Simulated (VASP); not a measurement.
CdTe: relaxation of cell and atoms with PBE

The system is CdTe.

```xyz
2
Lattice="0.0000 3.2050 3.2050 3.2050 0.0000 3.2050 3.2050 3.2050 0.0000" Properties=species:S:1:pos:R:3 pbc="T T T"
Cd    0.0000    0.0000    0.0000
Te    1.6025    1.6025    1.6025
```

```yaml
Program: VASP 6.6.1
Task: relaxation of cell and atoms
Functional: PBE
Potentials_or_basis: VASP PAW PBE potentials, release 64 (Cd, Te)
Cutoff: 600 eV
k_mesh: 8 × 8 × 8
Occupations: gaussian, width 0.02 eV
Spin: no spin polarisation
Dipole_correction: no
Further_INCAR_settings: ALGO = Normal; EDIFF = 1e-07; IBRION = 2; EDIFFG = -0.005; NSW = 100; ISIF = 3
```

```
Relaxed volume                         : 36.30 Å³/atom
Relaxed cell                           : a = 4.683 Å, b = 4.683 Å, c = 4.683 Å, α = 60.00°, β = 60.00°, γ = 60.00°
Space group after relaxing (to 0.05 Å) : F-43m (No. 216)
Energy gained by relaxing              : 42.0 meV/atom
Ionic steps                            : 3
Pressure after relaxing                : 0.0 GPa
Band gap on the k mesh                 : 0.58 eV, direct
```

Step by step:
| step | energy change (eV) | largest force (eV/Å) | pressure (GPa) | volume (Å³) |
| --- | --- | --- | --- | --- |
| 1 | 0.0000 | 0.0000 | 4.35 | 65.84 |
| 2 | -0.0777 | 0.0000 | -0.93 | 74.74 |
| 3 | -0.0840 | 0.0000 | 0.02 | 72.61 |

Final structure:
```
Cd Te
1.0
     0.00000    3.31116    3.31116
     3.31116    0.00000    3.31116
     3.31116    3.31116    0.00000
Cd Te
1 1
Direct
  0.00000 0.00000 0.00000
  0.25000 0.25000 0.25000
```

Levels at points of the mesh, in eV from the valence-band top:
```csv
k point,band 5,band 6,band 7,band 8,band 9,band 10,band 11,band 12,band 13
"(0.00, 0.00, 0.00)",-7.87,-7.87,0.00,0.00,0.00,0.58,4.64,4.64,4.64
"(0.50, 0.00, 0.00)",-7.86,-7.57,-4.07,-0.68,-0.68,1.75,5.21,5.21,7.01
"(0.50, 0.50, 0.00)",-7.84,-7.45,-4.00,-1.65,-1.65,2.67,2.74,8.50,8.80
```

Wall time 28 s on 1 thread of Intel(R) Xeon(R) 6975P-C (Granite Rapids), with other jobs on the host, peak memory 0.23 GiB.

Caveat: spin-orbit coupling is left out, which moves the levels of the heavy elements; the volume moved by +10 % from the deposited cell, more than functionals usually miss. Zero-point motion and thermal expansion aren't in these numbers.
